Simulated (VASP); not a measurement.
VASP 6.6.1 run: Si

INCAR

```
LREAL = .FALSE.
LASPH = .FALSE.
EDIFF = 1E-7
SIGMA = 0.02
LWAVE = .FALSE.
NSW = 0
PREC = Accurate
ENCUT = 520
LCHARG = .FALSE.
NBANDS = 11
IBRION = -1
NELM = 99
ISMEAR = -1
ISIF = 2
GGA = PE
```

KPOINTS

```
KPOINTS created by Atomic Simulation Environment
0
Gamma
8 8 8
0 0 0
```

POSCAR

```
Si
 1.0000000000000000
     0.0000000000000000    2.7357294901999998    2.7357294901999998
     2.7357294901999998    0.0000000000000000    2.7357294901999998
     2.7357294901999998    2.7357294901999998    0.0000000000000000
 Si
   2
Cartesian
  0.0000000000000000  0.0000000000000000  0.0000000000000000
  1.3678647451000001  1.3678647451000001  1.3678647451000001
```

The recommended PBE PAW datasets give the neutral cell 8 valence electrons.

Command

```
mpirun -np 1 vasp_std
```

Task: How does this run end, and what does it give?

Result: It converged. Results: gap between bands v and c on the k mesh 0.65 eV; least direct gap on the k mesh 2.56 eV; pressure -0.1 GPa. Band v is the last that the valence electrons fill when counted band by band, and c is the next.

OSZICAR

```
N       E                     dE             d eps       ncg     rms          rms(c)
DAV:   1     0.577296962623E+01    0.57730E+01   -0.31221E+03   638   0.557E+02
DAV:   2    -0.104746117326E+02   -0.16248E+02   -0.15484E+02   829   0.827E+01
DAV:   3    -0.110100791189E+02   -0.53547E+00   -0.53422E+00   800   0.127E+01
DAV:   4    -0.110140298968E+02   -0.39508E-02   -0.39504E-02   752   0.139E+00
DAV:   5    -0.110140666384E+02   -0.36742E-04   -0.36741E-04   823   0.125E-01    0.474E+00
DAV:   6    -0.108982827130E+02    0.11578E+00   -0.64902E-02   733   0.105E+00    0.289E+00
DAV:   7    -0.108445320405E+02    0.53751E-01   -0.12728E-01   716   0.158E+00    0.166E-01
DAV:   8    -0.108458201862E+02   -0.12881E-02   -0.57046E-03   728   0.405E-01    0.792E-02
DAV:   9    -0.108460363302E+02   -0.21614E-03   -0.21068E-04   794   0.876E-02    0.579E-02
DAV:  10    -0.108460602638E+02   -0.23934E-04   -0.20288E-05   742   0.261E-02    0.495E-03
DAV:  11    -0.108460610100E+02   -0.74621E-06   -0.21134E-06   772   0.751E-03    0.311E-03
DAV:  12    -0.108460611474E+02   -0.13745E-06   -0.44449E-07   718   0.417E-03    0.197E-03
DAV:  13    -0.108460611956E+02   -0.48202E-07   -0.41419E-09   454   0.445E-04
   1 F= -.10846061E+02 E0= -.10846061E+02  d E =-.950853E-09
```

Standard output (part)

```
POSCAR found type information on POSCAR Si
 POSCAR found :  1 types and       2 ions
 LDA part: xc-table for (Slater+PW92), standard interpolation
 POSCAR, INCAR and KPOINTS ok, starting setup
 WAVECAR not read
 entering main loop
```

For comparison, a separate PBE run of the intended cell, on usual settings and not on those above, gives a gap of 0.65 eV on its mesh and a pressure of -0.1 GPa.
